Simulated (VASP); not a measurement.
# TiC: core levels, initial state, 5 variants

TiC, Fm-3m (no. 225), 2 atoms in the cell. PBE, core levels, initial state; PAW potentials Ti_sv, C (PBE set).

| Cell | Core level of the first element (eV) | Core level of the second element (eV) | Time (s) |
|---|---|---|---|
| strain = -0.02 | 438.30 | 264.57 | 5.0 |
| strain = -0.01 | 438.34 | 264.57 | 4.8 |
| as given | 438.37 | 264.57 | 3.3 |
| strain = 0.01 | 438.45 | 264.62 | 7.5 |
| strain = 0.02 | 438.53 | 264.68 | 7.6 |

Limits: Levels are depths of Ti 2p, C 1s below the Fermi level, elements in the POSCAR's order.

## Input of the first row

INCAR:
```
ALGO = Normal
EDIFF = 1E-7
ENCUT = 600
GGA = PE
ICORELEVEL = 1
ISMEAR = 0
KPAR = 2
LASPH = True
LCHARG = False
LREAL = False
LWAVE = False
NELM = 120
PREC = Accurate
SIGMA = 0.02
```

KPOINTS:
```
k-points
0
Gamma
  9 9 9
```

POSCAR:
```
TiC
1.0
    0.0000000000      2.1657188437      2.1224044668
    2.1657188437      0.0000000000      2.1224044668
    2.1657188437      2.1657188437      0.0000000000
Ti C
1 1
Direct
    0.0000000000      0.0000000000      0.0000000000
    0.5000000000      0.5000000000      0.5000000000
```

Commands:
```
cat potpaw_PBE.64/Ti_sv/POTCAR potpaw_PBE.64/C/POTCAR > POTCAR
mpirun -np 2 vasp_std > vasp.out
```

VASP 6.6.1 took 5.0 s on 2 cores (Intel Xeon 6975P-C (Granite Rapids)), a shared host.
